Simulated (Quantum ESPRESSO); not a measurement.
## Ti under changes of volume

One of the cells (17.636 Å³/atom); the others are scaled copies at fixed shape and fractional positions:

```xyz
2
Lattice="2.9500 0.0000 0.0000 -1.4750 2.5548 0.0000 0.0000 0.0000 4.6800" Properties=species:S:1:pos:R:3 pbc="T T T"
Ti    1.4750    0.8516    3.5100
Ti    0.0000    1.7032    1.1700
```

- Program: Quantum ESPRESSO 7.5
- Functional: PBE
- Potentials or basis: SSSP 1.3 efficiency PBE
- Cutoff: 748 eV
- Density cutoff: 5987 eV
- k mesh: 10 × 10 × 6
- Occupations: fermi-dirac, width 0.05 eV
- Spin: no spin polarisation

| volume (Å³/atom) | energy over the lowest point (meV/atom) | pressure (GPa) |
| --- | --- | --- |
| 16.577 | 14.15 | 5.9 |
| 16.930 | 4.28 | 3.2 |
| 17.283 | 0.00 | 0.8 |
| 17.636 | 0.83 | -1.5 |
| 17.988 | ? | ? |
| 18.341 | 16.15 | -5.4 |
| 18.694 | 29.86 | -7.0 |

Problem. What does the run at 17.988 Å³/atom give?

Solution. Energy over the lowest point 6.35 meV/atom; pressure -3.5 GPa.

Worked out: A Birch-Murnaghan fit of order 3 (a polynomial in V^(-2/3)) to the other rows has its minimum at 17.40 Å³/atom with B0 = V·E''(V) = 111 GPa and B' = 3.4 at fixed shape and positions, which overstates the stiffness. It gives 6.34 meV/atom at 17.988 Å³/atom, against the run's 6.35, and -dE/dV = -3.5 GPa, against -3.5.

Energies are extrapolated to zero smearing.
